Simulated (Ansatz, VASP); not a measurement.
One calculation of LiCl, two programs

```
Li Cl
1.0
     0.00000    2.57445    2.57445
     2.57445    0.00000    2.57445
     2.57445    2.57445    0.00000
Li Cl
1 1
Direct
  0.50000 0.50000 0.50000
  0.00000 0.00000 0.00000
```

Alike in both runs: task relaxation of cell and atoms; functional PBE; k mesh 8 × 8 × 8; occupations gaussian, width 0.02 eV; no spin polarisation.

|  | VASP | Ansatz |
| --- | --- | --- |
| version | VASP 6.6.1 | Ansatz 0.2.0 |
| potentials or method | VASP PAW PBE potentials, release 64 (Li_sv, Cl) | scalar-relativistic, plane waves, PAW |
| plane-wave cutoff (eV) | 600 | 420 |
| valence electrons in the cell | 10 | 10 |

|  | VASP | Ansatz | Ansatz less VASP |
| --- | --- | --- | --- |
| gap on the k mesh at the Fermi level, each at its own relaxed structure (eV) | 6.28 | 6.26 | -0.012 |
| relaxed volume (Å³/atom) | 17.06 | 17.06 | 0.000 |
| relaxed cell length with the largest relative difference (Å) | 3.641 | 3.641 | 0.0000 |

Caveats: the cutoff is under 1.25 times the usual one of these potentials, so pressure, stress and relaxed cells hold a basis-set (Pulay) error (VASP); the relaxation stopped at its first step, so nothing moved. PBE gaps usually lie below the measured ones, often by a third to a half. A k mesh can miss the band edges.
